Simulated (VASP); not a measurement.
Runs of VASP 6.6.1 on C. The structure is cubic, space group Fd-3m (No. 227). Conventional cell: a = 3.567 Å, b = 3.567 Å, c = 3.567 Å, α = 90.00°, β = 90.00°, γ = 90.00°. C (site symmetry -43m) has 4 C at 1.54 Å as nearest neighbours. This isn't the form of C at room conditions, which is graphite.

```csv
task,level,cell,k mesh,cutoff (eV),grid for exact exchange (PRECFOCK),exchange at q = 0,mesh quality,gap on the mesh (eV),pressure (GPa),relaxed volume (Å³/atom)
band structure,revPBE,as given,13 × 13 × 13,520,-,-,not flagged,4.13,-,-
band structure,PW91,as given,13 × 13 × 13,520,-,-,not flagged,4.18,-,-
band structure,LAK,as given,13 × 13 × 13,520,-,-,not flagged,4.75,4.3,-
relaxation of cell and atoms,B3LYP,relaxed,7 × 7 × 7,600,Fast,default,coarse,6.15,0.6,-
band structure,AM05,as given,13 × 13 × 13,520,-,-,not flagged,4.03,-,-
band structure,B3LYP,as given,7 × 7 × 7,520,Fast,truncated,coarse,6.13,1.3,-
relaxation of cell and atoms,AM05,relaxed,13 × 13 × 13,600,-,-,not flagged,4.05,0.0,(a)
relaxation of cell and atoms,revPBE,relaxed,13 × 13 × 13,600,-,-,not flagged,4.10,0.0,5.75
relaxation of cell and atoms,PW91,relaxed,13 × 13 × 13,600,-,-,not flagged,4.17,0.0,5.70
relaxation of cell and atoms,LAK,relaxed,13 × 13 × 13,600,-,-,not flagged,4.73,0.0,5.72
relaxation of cell and atoms,BLYP,relaxed,13 × 13 × 13,600,-,-,not flagged,4.41,-0.1,5.82
band structure,BLYP,as given,13 × 13 × 13,520,-,-,not flagged,(b),-,-
```

Alike in all rows: potentials or basis VASP PAW PBE potentials, release 64 (C); no spin polarisation; smearing fermi-dirac 0.05 eV.

Problem. Estimate the missing entries.

Solution. (a) 5.60; (b) 4.47.

Caveats: some runs use coarse meshes; the PAW data sets were made with another functional, which shifts forces and pressure a little; an odd mesh through Γ misses points on the zone boundary, where band edges often lie (some runs); the relaxation stopped at its first step, so nothing moved (some runs); the mesh misses the band edges, which the band path finds closer together (some runs).

Runs at the PBE level aren't shown here.
